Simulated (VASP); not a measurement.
# Lu (Im-3m) in VASP: a series of runs

The runs below take Lu through relaxation of cell and atoms, with AM05, PW91, r2SCAN.

Everything below comes from runs of VASP 6.6.1. Logs are shortened: lines on timing, memory, paths and dates and some standing lists are left out, and cuts for length are marked.

### Step 1. The structure

It takes space group Im-3m (No. 229, cubic). Conventional cell: a = 3.908 Å, b = 3.908 Å, c = 3.908 Å, α = 90.00°, β = 90.00°, γ = 90.00°. Lu (site symmetry m-3m) has 8 Lu at 3.38 Å as nearest neighbours.

This isn't the form of Lu at room conditions, which is hcp.

### Step 2. Relaxation of cell and atoms, AM05

INCAR

```
PREC = Accurate ; ENCUT = 600
EDIFF = 1E-6 ; ISMEAR = -1
SIGMA = 0.05 ; LREAL = False
LASPH = True ; NELM = 100
ALGO = Normal ; ISIF = 3
LWAVE = False ; LCHARG = False
GGA = AM ; IBRION = 2
NSW = 60 ; EDIFFG = -0.005
```

KPOINTS

```
Automatic mesh
0
Gamma
  10 10 10
```

POSCAR

```
Lu
1.0
   -1.9541071088      1.9541071088      1.9541071088
    1.9541071088     -1.9541071088      1.9541071088
    1.9541071088      1.9541071088     -1.9541071088
Lu
1
Direct
    0.0000000000      0.0000000000      0.0000000000
```

Potentials or basis: VASP PAW PBE potentials, release 64 (Lu).

Started as:

```console
$ cat potpaw_PBE.64/Lu/POTCAR > POTCAR
$ mpirun -np 1 vasp_std > vasp.out
```

OUTCAR:

```text
PREC = Accurate
   ENCUT = 600
   EDIFF = 1E-6
   ISMEAR = -1
   LREAL = False
   LASPH = True
   NELM = 100
   ISIF = 3
   GGA = AM
   IBRION = 2
   NSW = 60
   EDIFFG = -0.005

 ion  position               nearest neighbor table
   1  0.000  0.000  0.000-

  LATTYP: Found a body centered cubic cell.
 ALAT       =     3.9082142176

  Lattice vectors:

 A1 = (  -1.9541071088,   1.9541071088,   1.9541071088)
 A2 = (   1.9541071088,  -1.9541071088,   1.9541071088)
 A3 = (   1.9541071088,   1.9541071088,  -1.9541071088)

Analysis of symmetry for initial positions (statically):
=====================================================================
 Subroutine PRICEL returns:
 Original cell was already a primitive cell.

 Routine SETGRP: Setting up the symmetry group for a
 body centered cubic supercell.

 Subroutine GETGRP returns: Found 48 space group operations
 (whereof 48 operations were pure point group operations)
 out of a pool of 48 trial point group operations.

The static configuration has the point symmetry O_h .

Analysis of symmetry for dynamics (positions and initial velocities):
=====================================================================
 Subroutine PRICEL returns:
 Original cell was already a primitive cell.

 Routine SETGRP: Setting up the symmetry group for a
 body centered cubic supercell.

 Subroutine GETGRP returns: Found 48 space group operations
 (whereof 48 operations were pure point group operations)
 out of a pool of 48 trial point group operations.

The dynamic configuration has the point symmetry O_h .

 Subroutine INISYM returns: Found 48 space group operations
 (whereof 48 operations are pure point group operations),
 and found     1 'primitive' translations

----------------------------------------------------------------------------------------

                                     Primitive cell

  volume of cell :      29.8473

  direct lattice vectors                    reciprocal lattice vectors
    -1.954107109  1.954107109  1.954107109     0.000000000  0.255871338  0.255871338
     1.954107109 -1.954107109  1.954107109     0.255871338  0.000000000  0.255871338
     1.954107109  1.954107109 -1.954107109     0.255871338  0.255871338  0.000000000

  length of vectors
     3.384612796  3.384612796  3.384612796     0.361856716  0.361856716  0.361856716

  position of ions in fractional coordinates (direct lattice)
     0.000000000  0.000000000  0.000000000

  ion indices of the primitive-cell ions
   primitive index   ion index
                 1           1

----------------------------------------------------------------------------------------

 KPOINTS: Automatic mesh

Automatic generation of k-mesh.
 Grid dimensions read from file:
 generate k-points for:   10   10   10

 Generating k-lattice:

  Cartesian coordinates                     Fractional coordinates (reciprocal lattice)
     0.000000000  0.025587134  0.025587134     0.100000000  0.000000000  0.000000000
     0.025587134  0.000000000  0.025587134     0.000000000  0.100000000  0.000000000
     0.025587134  0.025587134  0.000000000     0.000000000  0.000000000  0.100000000

  Length of vectors
     0.036185672  0.036185672  0.036185672

  Shift w.r.t. Gamma in fractional coordinates (k-lattice)
     0.000000000  0.000000000  0.000000000

 Subroutine IBZKPT returns following result:
 ===========================================

 Found     47 irreducible k-points:

 Following reciprocal coordinates:
            Coordinates               Weight
  0.000000  0.000000  0.000000      1.000000
  0.100000  0.000000  0.000000     12.000000
  0.200000  0.000000  0.000000     12.000000
  0.300000  0.000000  0.000000     12.000000
  0.400000  0.000000  0.000000     12.000000
  0.500000  0.000000  0.000000      6.000000
[... 16 lines left out ...]
  0.300000  0.300000  0.100000      8.000000
 -0.300000  0.300000  0.100000     24.000000
 [... further k-points ...]
   k-points           NKPTS =     47   k-points in BZ     NKDIM =     47   number of bands    NBANDS=     16
   number of dos      NEDOS =    301   number of ions     NIONS =      1
   total plane-waves  NPLWV =  21952
   dimension x,y,z NGX =    28 NGY =   28 NGZ =   28
   dimension x,y,z NGXF=    56 NGYF=   56 NGZF=   56
   ions per type =               1
   NGX,Y,Z   is equivalent  to a cutoff of  13.75, 13.75, 13.75 a.u.
   NGXF,Y,Z  is equivalent  to a cutoff of  27.51, 27.51, 27.51 a.u.
 SYSTEM =  unknown system
   PREC   = accura    normal or accurate (medium, high low for compatibility)
   ISTART =      0    job   : 0-new  1-cont  2-samecut
   ICHARG =      2    charge: 1-file 2-atom 10-const
   ISPIN  =      1    spin polarized calculation?
   LNONCOLLINEAR =      F non collinear calculations
   LSORBIT =      F    spin-orbit coupling
   LASPH  =      T    aspherical Exc in radial PAW
   ENCUT  =  600.0 eV  44.10 Ry    6.64 a.u.   6.76  6.76  6.76*2*pi/ulx,y,z
   NELM   =    100;   NELMIN=  2; NELMDL= -5     # of ELM steps
   EDIFF  = 0.1E-05   stopping-criterion for ELM
   LREAL  =      F    real-space projection
   EDIFFG = -.5E-02   stopping-criterion for IOM
   NSW    =     60    number of steps for IOM
   IBRION =      2    ionic relax: 0-MD 1-quasi-New 2-CG
   NFREE  =      1    steps in history (QN), initial steepest desc. (CG)
   ISIF   =      3    stress and relaxation
   ISYM   =      2    0-nonsym 1-usesym 2-fastsym
   POTIM  = 0.5000    time-step for ionic-motion
   TEBEG  =    0.0;   TEEND  =   0.0 temperature during run
   PSTRESS=    0.0 pullay stress
   NELECT =      25.0000    total number of electrons
   NUPDOWN=      -1.0000    fix difference up-down
   EMIN   =  10.00;   EMAX   =-10.00  energy-range for DOS
   EFERMI =   0.00;   METHOD = LEGACY
   ISMEAR =    -1;   SIGMA  =   0.05  broadening in eV -4-tet -1-fermi 0-gaus
   EFERMI_NEDOS =   21; number of points for ismear=-14 and -15
   IALGO  =     38    algorithm
   IMIX   =      4    mixing-type and parameters
     AMIX     =   0.40;   BMIX     =  1.00
     AMIX_MAG =   1.60;   BMIX_MAG =  1.00
  volume/ion in A,a.u.               =      29.85       201.42
  Fermi-wavevector in a.u.,A,eV,Ry     =   1.543191  2.916209 32.401456  2.381440
  Thomas-Fermi vector in A             =   2.648889
   LORBIT       =      0    0 simple, 1 ext, 2 COOP (PROOUT), +10 PAW based schemes
   GGA     = AM    functional components
   LHFCALC =     F    Hartree Fock is set to
   AEXX    =    0.0000 exact exchange contribution
   IVDW    =     0    specifies the selected vdW correction
   LEPSILON=     F    determine dielectric tensor
   LRPA    =     F    only Hartree local field effects (RPA)
 conjugate gradient relaxation of ions
 non-spin polarized calculation
  energy-cutoff  :      600.00
  volume of cell :       29.85
 maximum number of plane-waves:      1007
   NGX = 13   NGY = 13   NGZ = 13

--------------------------------------- Ionic step        1  -------------------------------------------

 number of electron      24.9999996 magnetization

 Free energy of the ion-electron system (eV)
  ---------------------------------------------------
  ext. energy  EPLUGINS =         0.00000000
  ---------------------------------------------------
  free energy    TOTEN  =        -4.59663540 eV

  energy without entropy =       -4.57720250  energy(sigma->0) =       -4.58691895

------------------------ aborting loop because EDIFF is reached ----------------------------------------

  FORCE on cell =-STRESS in cart. coord.  units (eV):
  Direction    XX          YY          ZZ          XY          YZ          ZX
  --------------------------------------------------------------------------------------
  -------------------------------------------------------------------------------------
  Total       -0.4095784     -0.4095784     -0.4095784      0.0000000      0.0000000      0.0000000
  in kB      -21.9858124    -21.9858124    -21.9858124      0.0000000      0.0000000      0.0000000
  external PRESSURE =     -21.9858124 kB  Pullay stress =       0.0000000 kB

 VOLUME and BASIS-vectors are now :
 -----------------------------------------------------------------------------
  energy-cutoff  :      600.00
  volume of cell :       29.85
      direct lattice vectors                 reciprocal lattice vectors
    -1.954107109  1.954107109  1.954107109     0.000000000  0.255871338  0.255871338
     1.954107109 -1.954107109  1.954107109     0.255871338  0.000000000  0.255871338
     1.954107109  1.954107109 -1.954107109     0.255871338  0.255871338  0.000000000
[... 71 lines left out ...]
 POSITION                                       TOTAL-FORCE (eV/Angst)
 -----------------------------------------------------------------------------------
     -0.00000      0.00000      0.00000         0.000000     -0.000000     -0.000000
 -----------------------------------------------------------------------------------
    total drift:                                0.000000     -0.000000     -0.000000

  FREE ENERGIE OF THE ION-ELECTRON SYSTEM (eV)
  ---------------------------------------------------
  free  energy   TOTEN  =        -4.6073954126 eV

  energy  without entropy=       -4.5890901880  energy(sigma->0) =       -4.59824280

--------------------------------------- Ionic step        4  -------------------------------------------

 number of electron      24.9999998 magnetization

 Free energy of the ion-electron system (eV)
  ---------------------------------------------------
  ext. energy  EPLUGINS =         0.00000000
  ---------------------------------------------------
  free energy    TOTEN  =        -4.60738341 eV

  energy without entropy =       -4.58905212  energy(sigma->0) =       -4.59821777

 E-fermi :   2.3609     XC(G=0): -10.8698

 val. band max:        2.3256266538   @ k =   0.2000   0.2000   0.1000
 cond. band min:       2.3844464310   @ k =   0.3000   0.2000   0.1000
 fundamental gap:      0.0588197772
 Fermi energy:         2.3608665213

 k-point     1 :       0.0000    0.0000    0.0000
  band No.  band energies     occupation
      1     -54.0238      2.00000
      2     -24.3991      2.00000
      3     -24.3991      2.00000
      4     -24.3991      2.00000
      5      -3.8747      2.00000
      6      -2.7776      2.00000
[... 8 lines left out ...]
     15       4.5013      0.00000
     16       6.8285      0.00000
[... 419 lines left out ...]
 k-point    24 :      -0.3000    0.3000    0.1000
  band No.  band energies     occupation
      1     -53.9972      2.00000
      2     -24.7519      2.00000
      3     -24.5350      2.00000
      4     -24.4409      2.00000
      5      -2.7622      2.00000
      6      -2.7365      2.00000
[... 8 lines left out ...]
     15       5.6357      0.00000
     16       6.9635      0.00000

 [... further k-points ...]

------------------------ aborting loop because EDIFF is reached ----------------------------------------

  FORCE on cell =-STRESS in cart. coord.  units (eV):
  Direction    XX          YY          ZZ          XY          YZ          ZX
  --------------------------------------------------------------------------------------
  -------------------------------------------------------------------------------------
  Total       -0.0031277     -0.0031277     -0.0031277      0.0000000      0.0000000      0.0000000
  in kB       -0.1765751     -0.1765751     -0.1765751      0.0000000      0.0000000      0.0000000
  external PRESSURE =      -0.1765751 kB  Pullay stress =       0.0000000 kB

 VOLUME and BASIS-vectors are now :
 -----------------------------------------------------------------------------
  energy-cutoff  :      600.00
  volume of cell :       28.38
      direct lattice vectors                 reciprocal lattice vectors
    -1.921546936  1.921546936  1.921546936     0.000000000  0.260207019  0.260207019
     1.921546936 -1.921546936  1.921546936     0.260207019  0.000000000  0.260207019
     1.921546936  1.921546936 -1.921546936     0.260207019  0.260207019  0.000000000

 POSITION                                       TOTAL-FORCE (eV/Angst)
 -----------------------------------------------------------------------------------
     -0.00000      0.00000      0.00000         0.000000      0.000000     -0.000000
 -----------------------------------------------------------------------------------
    total drift:                               -0.000000     -0.000000     -0.000000

  FREE ENERGIE OF THE ION-ELECTRON SYSTEM (eV)
  ---------------------------------------------------
  free  energy   TOTEN  =        -4.6073834139 eV

  energy  without entropy=       -4.5890521171  energy(sigma->0) =       -4.59821777

 reached required accuracy - stopping structural energy minimisation
```

Run time: 56 s. Hardware: 1 thread of Intel Xeon 6975P-C (Granite Rapids), shared host; peak memory 0.19 GiB.

Results:

```yaml
Free_energy: -4.6074 eV
Relaxed_volume: 28.38 Å³/atom
Relaxed_cell: a = 3.328 Å, b = 3.328 Å, c = 3.328 Å, α = 109.47°, β = 109.47°, γ = 109.47°
Space_group_after_relaxing_to_0.05_Å: Im-3m (No. 229)
Energy_gained_by_relaxing: 10.7 meV/atom
Ionic_steps: 4
Pressure_after_relaxing: 0.0 GPa
Band_gap_on_the_k_mesh: none (metal or under the smearing width)
```

Step by step:
```csv
step,energy change (eV),largest force (eV/Å),pressure (GPa),volume (Å³)
1,0.0000,0.0000,-2.20,29.85
2,-0.0105,0.0000,0.36,28.11
3,-0.0108,0.0000,0.08,28.33
4,-0.0107,0.0000,-0.02,28.38
```

Final structure:
```cif
data_structure
_symmetry_space_group_name_H-M 'P 1'
_symmetry_Int_Tables_number 1
_cell_length_a 3.3282
_cell_length_b 3.3282
_cell_length_c 3.3282
_cell_angle_alpha 109.471
_cell_angle_beta 109.471
_cell_angle_gamma 109.471
_cell_volume 28.38
loop_
_atom_site_label
_atom_site_type_symbol
_atom_site_fract_x
_atom_site_fract_y
_atom_site_fract_z
_atom_site_occupancy
Lu1 Lu 0.00000 0.00000 0.00000 1
```

Caveat: the PAW data sets were made with another functional, which shifts forces and pressure a little.

### Step 3. Relaxation of cell and atoms, PW91

INCAR, as its differences from that of step 2:

```diff
@@ -6,3 +6,3 @@
 LWAVE = False ; LCHARG = False
-GGA = AM ; IBRION = 2
+GGA = 91 ; IBRION = 2
 NSW = 60 ; EDIFFG = -0.005
```

KPOINTS is that of step 2.

POSCAR is that of step 2.

Potentials or basis: VASP PAW PBE potentials, release 64 (Lu).

Started as:

```console
$ cat potpaw_PBE.64/Lu/POTCAR > POTCAR
$ mpirun -np 1 vasp_std > vasp.out
```

It took 97 s on 1 thread of Intel Xeon 6975P-C (Granite Rapids), shared host; peak memory 0.18 GiB.

It converged, with:

```
Free energy                            : -4.3787 eV
Relaxed volume                         : 29.44 Å³/atom
Relaxed cell                           : a = 3.369 Å, b = 3.369 Å, c = 3.369 Å, α = 109.47°, β = 109.47°, γ = 109.47°
Space group after relaxing (to 0.05 Å) : Im-3m (No. 229)
Energy gained by relaxing              : 0.8 meV/atom
Ionic steps                            : 9
Pressure after relaxing                : 0.0 GPa
Band gap on the k mesh                 : none (metal or under the smearing width)
```

The path:
| step | energy change (eV) | largest force (eV/Å) | pressure (GPa) | volume (Å³) |
| --- | --- | --- | --- | --- |
| 1 | 0.0000 | 0.0000 | -0.39 | 29.85 |
| 2 | -0.0008 | 0.0000 | -0.22 | 29.54 |
| 3 | -0.0008 | 0.0000 | -0.04 | 29.46 |
| 4 | -0.0008 | 0.0000 | -0.12 | 29.44 |
| 5 | -0.0008 | 0.0000 | 0.03 | 29.40 |
| 6 | -0.0008 | 0.0000 | 0.08 | 29.40 |
| 7 | -0.0008 | 0.0000 | 0.09 | 29.42 |
| 8 | -0.0008 | 0.0000 | -0.11 | 29.50 |
| 9 | -0.0008 | 0.0000 | -0.02 | 29.44 |

Final structure:
```xyz
1
Lattice="-1.9451 1.9451 1.9451 1.9451 -1.9451 1.9451 1.9451 1.9451 -1.9451" Properties=species:S:1:pos:R:3 pbc="T T T"
Lu    0.0000    0.0000    0.0000
```

Levels at points of the mesh, in eV from the Fermi level:
| k point | band 10 | band 11 | band 12 | band 13 | band 14 | band 15 |
| --- | --- | --- | --- | --- | --- | --- |
| (0.00, 0.00, 0.00) | -5.16 | -5.16 | -5.14 | 2.06 | 2.06 | 2.06 |
| (0.50, 0.00, 0.00) | -5.16 | -5.15 | -2.53 | 0.34 | 0.51 | 4.04 |
| (0.50, 0.50, 0.50) | -5.15 | -5.15 | -1.52 | -1.52 | 5.71 | 5.71 |

Caveat: the PAW data sets were made with another functional, which shifts forces and pressure a little. Spin-orbit coupling is left out, which matters for the levels of Lu.

### Step 4. Relaxation of cell and atoms, r2SCAN

INCAR, as its differences from that of step 3:

```diff
@@ -6,3 +6,4 @@
 LWAVE = False ; LCHARG = False
-GGA = 91 ; IBRION = 2
-NSW = 60 ; EDIFFG = -0.005
+METAGGA = R2SCAN ; LMIXTAU = True
+IBRION = 2 ; NSW = 60
+EDIFFG = -0.005
```

KPOINTS is that of step 3.

POSCAR is that of step 3.

Started as:

```console
$ cat potpaw_PBE.64/Lu/POTCAR > POTCAR
$ mpirun -np 1 vasp_std > vasp.out
```

Wall time 2.4 min (1 thread of Intel Xeon 6975P-C (Granite Rapids), shared host); peak memory 0.19 GiB.

Results (log left out):

| Quantity | Value |
| --- | --- |
| Free energy | -37.9560 eV |
| Relaxed volume | 29.66 Å³/atom |
| Relaxed cell | a = 3.378 Å, b = 3.378 Å, c = 3.378 Å, α = 109.47°, β = 109.47°, γ = 109.47° |
| Space group after relaxing (to 0.05 Å) | Im-3m (No. 229) |
| Energy gained by relaxing | 0.0 meV/atom |
| Ionic steps | 2 |
| Pressure after relaxing | 0.0 GPa |
| Band gap on the k mesh | none (metal or under the smearing width) |

Final structure:
```
Lu
1.0
    -1.95010    1.95010    1.95010
     1.95010   -1.95010    1.95010
     1.95010    1.95010   -1.95010
Lu
1
Direct
  0.00000 0.00000 0.00000
```

Levels at points of the mesh, in eV from the Fermi level:
```tsv
k point	band 9	band 10	band 11	band 12	band 13	band 14	band 15	band 16
(0.00, 0.00, 0.00)	-5.31	-5.31	-5.31	-5.30	2.45	2.45	2.45	4.58
(0.50, 0.00, 0.00)	-5.32	-5.32	-5.31	-2.53	0.29	0.60	4.42	5.36
(0.50, 0.50, 0.50)	-5.31	-5.31	-5.31	-1.58	-1.58	5.92	5.92	5.92
```

Caveat: the PAW data sets were made with another functional, which shifts forces and pressure a little. Spin-orbit coupling is left out, which matters for the levels of Lu.

### Step 5. For comparison

An earlier run on the cell as given: functional PBE; potentials or basis VASP PAW PBE potentials, release 64 (Lu); cutoff 520 eV; k mesh 10 × 10 × 10; occupations fermi-dirac, width 0.05 eV; no spin polarisation.

- Pressure: -0.3 GPa
- Band gap on the k mesh: none (metal or under the smearing width)

### Step 6. Summary

```tsv
task	level	cell	cutoff (eV)	gap on the mesh (eV)	pressure (GPa)	relaxed volume (Å³/atom)
relaxation of cell and atoms	AM05	relaxed	600	none	0.0	28.38
relaxation of cell and atoms	PW91	relaxed	600	none	0.0	29.44
relaxation of cell and atoms	r2SCAN	relaxed	600	none	0.0	29.66
single point	PBE	as given	520	none	-0.3	-
```

Alike in all rows: potentials or basis VASP PAW PBE potentials, release 64 (Lu); no spin polarisation; k mesh 10 × 10 × 10; smearing fermi-dirac 0.05 eV.

Caveats: the PAW data sets were made with another functional, which shifts forces and pressure a little (some runs).

Total energies depend on the potentials used, so only differences within one code and one set of settings carry meaning.
